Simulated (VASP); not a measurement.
# CdTe (F-43m) in VASP: notebook

CdTe is run at these levels: RPBE, r2SCAN0, revPBE; tasks: relaxation of cell and atoms, single point.

Everything below comes from runs of VASP 6.6.1. Logs are shortened: lines on timing, memory, paths and dates and some standing lists are left out, and cuts for length are marked.

**Measured values to compare with.**

From a printed reference work, data compilation, for a bulk crystal of CdTe at 0 K: band gap 1.607 eV.

The results are compared with them further down.

### 1 The cell of the first run

The structure is cubic, space group F-43m (No. 216). The conventional cell has a = 6.410 Å, b = 6.410 Å, c = 6.410 Å, α = 90.00°, β = 90.00°, γ = 90.00°. Te (site symmetry -43m) has 4 Cd at 2.78 Å within 3.7 Å. Within 3.7 Å of Cd (site symmetry -43m) lie 4 Te at 2.78 Å.

### 2 Relaxation of cell and atoms, RPBE

Input file INCAR:

```
PREC     = Accurate       # precision mode
ENCUT    = 600            # plane-wave cutoff, eV
EDIFF    = 1E-6           # SCF threshold, eV
ISMEAR   = -1             # smearing method
SIGMA    = 0.05           # smearing width, eV
LREAL    = False          # projectors in reciprocal space
LASPH    = True           # aspherical terms in the spheres
NELM     = 80             # most SCF steps
ALGO     = Normal         # electronic algorithm
ISIF     = 3              # what is computed and relaxed
LWAVE    = False          # write WAVECAR
LCHARG   = False          # write CHGCAR
GGA      = RP             # functional
IBRION   = 2              # ionic algorithm
NSW      = 80             # ionic steps
EDIFFG   = -0.005         # ionic threshold
```

Input file KPOINTS:

```
regular mesh
0
Gamma
  7 7 7
```

Input file POSCAR:

```
CdTe
1.0
    0.0000000000      3.2050000000      3.2050000000
    3.2050000000      0.0000000000      3.2050000000
    3.2050000000      3.2050000000      0.0000000000
Te Cd
1 1
Direct
    0.7500000000      0.7500000000      0.7500000000
    0.0000000000      0.0000000000      0.0000000000
```

Potentials or basis: VASP PAW PBE potentials, release 64 (Te, Cd).

The run is started by

```bash
$ cat potpaw_PBE.64/Te/POTCAR potpaw_PBE.64/Cd/POTCAR > POTCAR
$ mpirun -np 1 vasp_std > vasp.out
```

OUTCAR:

```text
PREC = Accurate
   ENCUT = 600
   EDIFF = 1E-6
   ISMEAR = -1
   LREAL = False
   LASPH = True
   NELM = 80
   ISIF = 3
   GGA = RP
   IBRION = 2
   NSW = 80
   EDIFFG = -0.005

 ion  position               nearest neighbor table
   1  0.750  0.750  0.750-   2 2.78   2 2.78   2 2.78   2 2.78
   2  0.000  0.000  0.000-   1 2.78   1 2.78   1 2.78   1 2.78

  LATTYP: Found a face centered cubic cell.
 ALAT       =     6.4100000000

  Lattice vectors:

 A1 = (   0.0000000000,   3.2050000000,   3.2050000000)
 A2 = (   3.2050000000,   0.0000000000,   3.2050000000)
 A3 = (   3.2050000000,   3.2050000000,   0.0000000000)

Analysis of symmetry for initial positions (statically):
=====================================================================
 Subroutine PRICEL returns:
 Original cell was already a primitive cell.

 Routine SETGRP: Setting up the symmetry group for a
 face centered cubic supercell.

 Subroutine GETGRP returns: Found 24 space group operations
 (whereof 24 operations were pure point group operations)
 out of a pool of 48 trial point group operations.

The static configuration has the point symmetry T_d .

Analysis of symmetry for dynamics (positions and initial velocities):
=====================================================================
 Subroutine PRICEL returns:
 Original cell was already a primitive cell.

 Routine SETGRP: Setting up the symmetry group for a
 face centered cubic supercell.

 Subroutine GETGRP returns: Found 24 space group operations
 (whereof 24 operations were pure point group operations)
 out of a pool of 48 trial point group operations.

The dynamic configuration has the point symmetry T_d .

 Subroutine INISYM returns: Found 24 space group operations
 (whereof 24 operations are pure point group operations),
 and found     1 'primitive' translations

----------------------------------------------------------------------------------------

                                     Primitive cell

  volume of cell :      65.8437

  direct lattice vectors                    reciprocal lattice vectors
     0.000000000  3.205000000  3.205000000    -0.156006240  0.156006240  0.156006240
     3.205000000  0.000000000  3.205000000     0.156006240 -0.156006240  0.156006240
     3.205000000  3.205000000  0.000000000     0.156006240  0.156006240 -0.156006240

  length of vectors
     4.532554467  4.532554467  4.532554467     0.270210734  0.270210734  0.270210734

  position of ions in fractional coordinates (direct lattice)
     0.750000000  0.750000000  0.750000000
[... 68 lines left out ...]
   LNONCOLLINEAR =      F non collinear calculations
   LSORBIT =      F    spin-orbit coupling
   LASPH  =      T    aspherical Exc in radial PAW
   ENCUT  =  600.0 eV  44.10 Ry    6.64 a.u.   9.05  9.05  9.05*2*pi/ulx,y,z
   NELM   =     80;   NELMIN=  2; NELMDL= -5     # of ELM steps
   EDIFF  = 0.1E-05   stopping-criterion for ELM
   LREAL  =      F    real-space projection
   EDIFFG = -.5E-02   stopping-criterion for IOM
   NSW    =     80    number of steps for IOM
   IBRION =      2    ionic relax: 0-MD 1-quasi-New 2-CG
   NFREE  =      1    steps in history (QN), initial steepest desc. (CG)
   ISIF   =      3    stress and relaxation
   ISYM   =      2    0-nonsym 1-usesym 2-fastsym
   POTIM  = 0.5000    time-step for ionic-motion
   TEBEG  =    0.0;   TEEND  =   0.0 temperature during run
   PSTRESS=    0.0 pullay stress
   NELECT =      18.0000    total number of electrons
   NUPDOWN=      -1.0000    fix difference up-down
   EMIN   =  10.00;   EMAX   =-10.00  energy-range for DOS
   EFERMI =   0.00;   METHOD = LEGACY
   ISMEAR =    -1;   SIGMA  =   0.05  broadening in eV -4-tet -1-fermi 0-gaus
   EFERMI_NEDOS =   21; number of points for ismear=-14 and -15
   IALGO  =     38    algorithm
   IMIX   =      4    mixing-type and parameters
     AMIX     =   0.40;   BMIX     =  1.00
     AMIX_MAG =   1.60;   BMIX_MAG =  1.00
  volume/ion in A,a.u.               =      32.92       222.17
  Fermi-wavevector in a.u.,A,eV,Ry     =   1.062497  2.007828 15.359610  1.128899
  Thomas-Fermi vector in A             =   2.197950
   LORBIT       =      0    0 simple, 1 ext, 2 COOP (PROOUT), +10 PAW based schemes
   GGA     = RP    functional components
   LHFCALC =     F    Hartree Fock is set to
   AEXX    =    0.0000 exact exchange contribution
   IVDW    =     0    specifies the selected vdW correction
   LEPSILON=     F    determine dielectric tensor
   LRPA    =     F    only Hartree local field effects (RPA)
 conjugate gradient relaxation of ions
 non-spin polarized calculation
  energy-cutoff  :      600.00
  volume of cell :       65.84
 maximum number of plane-waves:      2213
   NGX = 19   NGY = 19   NGZ = 19

--------------------------------------- Ionic step        1  -------------------------------------------

 number of electron      17.9999995 magnetization

 Free energy of the ion-electron system (eV)
  ---------------------------------------------------
  ext. energy  EPLUGINS =         0.00000000
  ---------------------------------------------------
  free energy    TOTEN  =        -4.02228768 eV

  energy without entropy =       -4.02228723  energy(sigma->0) =       -4.02228745

------------------------ aborting loop because EDIFF is reached ----------------------------------------

  FORCE on cell =-STRESS in cart. coord.  units (eV):
  Direction    XX          YY          ZZ          XY          YZ          ZX
  --------------------------------------------------------------------------------------
  -------------------------------------------------------------------------------------
  Total        2.5052143      2.5052143      2.5052143      0.0000000      0.0000000     -0.0000000
  in kB       60.9594960     60.9594960     60.9594960      0.0000000      0.0000000     -0.0000000
  external PRESSURE =      60.9594960 kB  Pullay stress =       0.0000000 kB
[... 239 lines left out ...]
--------------------------------------- Ionic step        8  -------------------------------------------

 number of electron      17.9999994 magnetization

 Free energy of the ion-electron system (eV)
  ---------------------------------------------------
  ext. energy  EPLUGINS =         0.00000000
  ---------------------------------------------------
  free energy    TOTEN  =        -4.19033478 eV

  energy without entropy =       -4.19031078  energy(sigma->0) =       -4.19032278

 E-fermi :   1.8635     XC(G=0):  -7.8638

 val. band max:        1.5314066125   @ k =   0.0000   0.0000   0.0000
 cond. band min:       2.1226215703   @ k =   0.0000   0.0000   0.0000
 fundamental gap:      0.5912149579
 Fermi energy:         1.8635495056

 k-point     1 :       0.0000    0.0000    0.0000
  band No.  band energies     occupation
      1      -9.0269      2.00000
      2      -6.4506      2.00000
      3      -6.4506      2.00000
      4      -6.4506      2.00000
      5      -6.2655      2.00000
      6      -6.2655      2.00000
      7       1.5314      1.99740
      8       1.5314      1.99740
      9       1.5314      1.99740
     10       2.1226      0.01118
     11       6.2550      0.00000
     12       6.2550      0.00000
     13       6.2550      0.00000
[... 331 lines left out ...]
  FREE ENERGIE OF THE ION-ELECTRON SYSTEM (eV)
  ---------------------------------------------------
  free  energy   TOTEN  =        -4.1903347771 eV

  energy  without entropy=       -4.1903107772  energy(sigma->0) =       -4.19032278

 reached required accuracy - stopping structural energy minimisation
```

Run time: 2.8 min. Hardware: 1 thread of Intel Xeon 8259CL, shared host; peak memory 0.23 GiB.

What came out:

```yaml
Free_energy: -4.1903 eV
Relaxed_volume: 38.00 Å³/atom
Relaxed_cell: a = 4.755 Å, b = 4.755 Å, c = 4.755 Å, α = 60.00°, β = 60.00°, γ = 60.00°
Space_group_after_relaxing_to_0.05_Å: F-43m (No. 216)
Energy_gained_by_relaxing: 84.0 meV/atom
Ionic_steps: 8
Pressure_after_relaxing: 0.0 GPa
Band_gap_on_the_k_mesh: 0.59 eV, direct
```

The path:
| step | energy change (eV) | largest force (eV/Å) | pressure (GPa) | volume (Å³) |
| --- | --- | --- | --- | --- |
| 1 | 0.0000 | 0.0000 | 6.10 | 65.84 |
| 2 | -0.1607 | 0.0000 | -0.90 | 78.52 |
| 3 | -0.1680 | 0.0000 | 0.04 | 75.91 |
| 4 | -0.1680 | 0.0000 | -0.03 | 76.12 |
| 5 | -0.1680 | 0.0000 | -0.03 | 76.04 |
| 6 | -0.1680 | 0.0000 | 0.09 | 75.79 |
| 7 | -0.1680 | 0.0000 | 0.02 | 75.97 |
| 8 | -0.1680 | 0.0000 | 0.01 | 76.00 |

Final structure:
```
Te Cd
1.0
     0.00000    3.36197    3.36197
     3.36197    0.00000    3.36197
     3.36197    3.36197    0.00000
Te Cd
1 1
Direct
  0.75000 0.75000 0.75000
  0.00000 0.00000 0.00000
```

Caveat: the volume moved by over 15 % at a fixed basis, so the end points are rough; the PAW data sets were made with another functional, which shifts forces and pressure a little; spin-orbit coupling is left out, which moves the levels of the heavy elements; the volume moved by +15 % from the deposited cell, more than functionals usually miss. RPBE and its kin give volumes clearly too large for solids.

### 3 Single point, r2SCAN0

POSCAR is that of step 2.

Input file INCAR.step1:

```
  PREC = Accurate
  ENCUT = 520
  EDIFF = 1E-5
  ISMEAR = -1
  SIGMA = 0.05
  LREAL = F
  LASPH = T
  NELM = 60
  ALGO = Normal
  ISIF = 2
  LWAVE = T
  LCHARG = F
  GGA = PE
  NBANDS = 16
```

Input file INCAR.step2:

```
  PREC = Accurate
  ENCUT = 520
  EDIFF = 1E-7
  ISMEAR = -1
  SIGMA = 0.05
  LREAL = F
  LASPH = T
  NELM = 60
  ALGO = Normal
  ISIF = 2
  LWAVE = F
  LCHARG = F
  METAGGA = R2SCAN
  LHFCALC = T
  AEXX = 0.25
  LMIXTAU = T
  PRECFOCK = Normal
  ISTART = 1
  NBANDS = 16
```

Input file KPOINTS:

```
Automatic mesh
0
Gamma
  5 5 5
```

Potentials or basis: VASP PAW PBE potentials, release 64 (Te, Cd).

The run is started by

```bash
$ cat potpaw_PBE.64/Te/POTCAR potpaw_PBE.64/Cd/POTCAR > POTCAR
$ cp INCAR.step1 INCAR
$ mpirun -np 1 vasp_std > vasp.out
$ cp INCAR.step2 INCAR
$ mpirun -np 1 vasp_std > vasp.out
```

OUTCAR:

```text
PREC = Accurate
   ENCUT = 520
   EDIFF = 1E-7
   ISMEAR = -1
   LREAL = F
   LASPH = T
   NELM = 60
   ISIF = 2
   METAGGA = R2SCAN
   LHFCALC = T
   AEXX = 0.25
   PRECFOCK = Normal
   ISTART = 1

 ion  position               nearest neighbor table
   1  0.750  0.750  0.750-   2 2.78   2 2.78   2 2.78   2 2.78
   2  0.000  0.000  0.000-   1 2.78   1 2.78   1 2.78   1 2.78

  LATTYP: Found a face centered cubic cell.
 ALAT       =     6.4100000000

[... 368 lines left out ...]
     16      16.0483      0.00000

------------------------ aborting loop because EDIFF is reached ----------------------------------------

  FORCE on cell =-STRESS in cart. coord.  units (eV):
  Direction    XX          YY          ZZ          XY          YZ          ZX
  --------------------------------------------------------------------------------------
  -------------------------------------------------------------------------------------
  Total        1.0957600      1.0957600      1.0957600      0.0000000      0.0000000     -0.0000000
  in kB       26.6631784     26.6631784     26.6631784      0.0000000      0.0000000     -0.0000000
  external PRESSURE =      26.6631784 kB  Pullay stress =       0.0000000 kB

 VOLUME and BASIS-vectors are now :
 -----------------------------------------------------------------------------
  energy-cutoff  :      520.00
  volume of cell :       65.84
      direct lattice vectors                 reciprocal lattice vectors
     0.000000000  3.205000000  3.205000000    -0.156006240  0.156006240  0.156006240
     3.205000000  0.000000000  3.205000000     0.156006240 -0.156006240  0.156006240
     3.205000000  3.205000000  0.000000000     0.156006240  0.156006240 -0.156006240

 POSITION                                       TOTAL-FORCE (eV/Angst)
 -----------------------------------------------------------------------------------
      4.80750      4.80750      4.80750        -0.000000     -0.000000     -0.000000
      0.00000      0.00000      0.00000         0.000000      0.000000      0.000000
 -----------------------------------------------------------------------------------
    total drift:                                0.000000      0.000000      0.000000

  FREE ENERGIE OF THE ION-ELECTRON SYSTEM (eV)
  ---------------------------------------------------
  free  energy   TOTEN  =       -38.1278497094 eV

  energy  without entropy=      -38.1278497094  energy(sigma->0) =      -38.12784971
```

OUTCAR.step1:

```text
PREC = Accurate
   ENCUT = 520
   EDIFF = 1E-5
   ISMEAR = -1
   LREAL = F
[... 395 lines left out ...]
      4.80750      4.80750      4.80750        -0.000000      0.000000     -0.000000
      0.00000      0.00000      0.00000         0.000000     -0.000000      0.000000
 -----------------------------------------------------------------------------------
    total drift:                                0.000000      0.000000      0.000000

  FREE ENERGIE OF THE ION-ELECTRON SYSTEM (eV)
  ---------------------------------------------------
  free  energy   TOTEN  =        -4.7079186183 eV

  energy  without entropy=       -4.7079140840  energy(sigma->0) =       -4.70791635
```

OSZICAR.step1:

```text
N       E                     dE             d eps       ncg     rms          rms(c)
DAV:   1     0.104359225772E+03    0.10436E+03   -0.84213E+03   320   0.978E+02
DAV:   2    -0.129709224506E+01   -0.10566E+03   -0.10042E+03   392   0.242E+02
DAV:   3    -0.490788083983E+01   -0.36108E+01   -0.36056E+01   392   0.463E+01
DAV:   4    -0.494047766115E+01   -0.32597E-01   -0.32596E-01   472   0.388E+00
DAV:   5    -0.494055081002E+01   -0.73149E-04   -0.73148E-04   416   0.173E-01    0.601E+00
DAV:   6    -0.472312405814E+01    0.21743E+00   -0.37293E-01   368   0.757E+00    0.484E+00
DAV:   7    -0.470656848011E+01    0.16556E-01   -0.11560E-01   368   0.223E+00    0.181E+00
DAV:   8    -0.470749457751E+01   -0.92610E-03   -0.11855E-02   344   0.126E+00    0.500E-01
DAV:   9    -0.470781675208E+01   -0.32217E-03   -0.97233E-04   384   0.340E-01    0.124E-01
DAV:  10    -0.470788097948E+01   -0.64227E-04   -0.11905E-04   400   0.103E-01    0.562E-02
DAV:  11    -0.470791969892E+01   -0.38719E-04   -0.73297E-05   376   0.603E-02    0.320E-02
DAV:  12    -0.470791861829E+01    0.10806E-05   -0.29319E-06   248   0.168E-02
   1 F= -.47079186E+01 E0= -.47079164E+01  d E =-.453432E-05
```

Run time: 40 min. Hardware: 1 thread of Intel Xeon Platinum 8375C at 2.90GHz (Ice Lake), shared host; peak memory 0.24 GiB.

What came out:

```yaml
Free_energy: -38.1278 eV
Pressure: 2.7 GPa
Band_gap_on_the_k_mesh: 2.62 eV, direct
```

Levels at points of the mesh, in eV from the valence-band top:
```tsv
k point	band 6	band 7	band 8	band 9	band 10	band 11	band 12	band 13
(0.00, 0.00, 0.00)	-9.66	0.00	0.00	0.00	2.62	6.43	6.43	6.43
```

Caveat: the PAW data sets were made with another functional, which shifts forces and pressure a little; spin-orbit coupling is left out, which moves the levels of the heavy elements.

### 4 Single point, revPBE

This run uses another cell than the first one, of 37.46 Å³/atom, 1.138 times its volume.

Input file INCAR:

```
  ALGO = Normal
  EDIFF = 1E-6
  ENCUT = 500
  GGA = RE
  GGA_COMPAT = F
  ISIF = 2
  ISMEAR = -1
  LASPH = T
  LCHARG = F
  LREAL = F
  LWAVE = F
  NBANDS = 16
  NELM = 120
  PREC = Accurate
  SIGMA = 0.05
```

Input file KPOINTS:

```
k-points
0
Gamma
  7 7 7
```

Input file POSCAR:

```
CdTe
1.0
    0.0000000000      3.3460072466      3.3460072466
    3.3460072466      0.0000000000      3.3460072466
    3.3460072466      3.3460072466      0.0000000000
Te Cd
1 1
Direct
    0.7500000000      0.7500000000      0.7500000000
    0.0000000000      0.0000000000      0.0000000000
```

The run is started by

```bash
$ cat potpaw_PBE.64/Te/POTCAR potpaw_PBE.64/Cd/POTCAR > POTCAR
$ mpirun -np 1 vasp_std > vasp.out
```

Wall time 46 s (1 thread of AMD EPYC 7R13 (Zen 3), shared host); peak memory 0.18 GiB.

Results (log left out):

```yaml
Free_energy: -4.2613 eV
Pressure: 0.1 GPa
Band_gap_on_the_k_mesh: 0.60 eV, direct
```

Levels at points of the mesh, in eV from the valence-band top:
```tsv
k point	band 6	band 7	band 8	band 9	band 10	band 11	band 12	band 13
(0.00, 0.00, 0.00)	-7.82	0.00	0.00	0.00	0.60	4.70	4.70	4.70
```

Caveat: the PAW data sets were made with another functional, which shifts forces and pressure a little; spin-orbit coupling is left out, which moves the levels of the heavy elements.

### 5 Summary

| task | level | cell | k mesh | cutoff (eV) | grid for exact exchange (PRECFOCK) | gap on the mesh (eV) | pressure (GPa) |
| --- | --- | --- | --- | --- | --- | --- | --- |
| relaxation of cell and atoms | RPBE | relaxed from a = 4.533 Å, angles 60.0°, 2 atoms | 7 × 7 × 7 | 600 | - | 0.59 | 0.0 |
| single point | r2SCAN0 | a = 4.533 Å, angles 60.0°, 2 atoms | 5 × 5 × 5 | 520 | Normal | 2.62 | 2.7 |
| single point | revPBE | a = 4.732 Å, angles 60.0°, 2 atoms | 7 × 7 × 7 | 500 | - | 0.60 | 0.1 |

Alike in all rows: potentials or basis VASP PAW PBE potentials, release 64 (Te, Cd); no spin polarisation; smearing fermi-dirac 0.05 eV.

Caveats: the PAW data sets were made with another functional, which shifts forces and pressure a little; spin-orbit coupling is left out, which moves the levels of the heavy elements; the volume moved by over 15 % at a fixed basis, so the end points are rough (some runs); the volume moved by +15 % from the deposited cell, more than functionals usually miss (some runs).

Total energies depend on the potentials used, so only differences within one code and one set of settings carry meaning.

### 6 Comparison with measurements

Step 3. Measured gap of CdTe: 1.607 eV (0 K; a printed reference work, data compilation). This calculation gives 2.62 eV (+1.02 eV). So large a miss can be the level of theory's own, or it may mean another phase, state or a wrong row. Spin-orbit coupling on Cd, Te is left out. The value is that of r2SCAN0, without temperature or zero-point motion.

Step 4. A measured gap of CdTe is 1.607 eV (0 K; a printed reference work, data compilation); the calculated 0.60 eV misses it by -1.01 eV. So large a miss can be the level of theory's own, or it may mean another phase, state or a wrong row. Spin-orbit coupling on Cd, Te is left out. The value is that of revPBE, without temperature or zero-point motion. Semilocal functionals fall short of measured gaps as a rule.
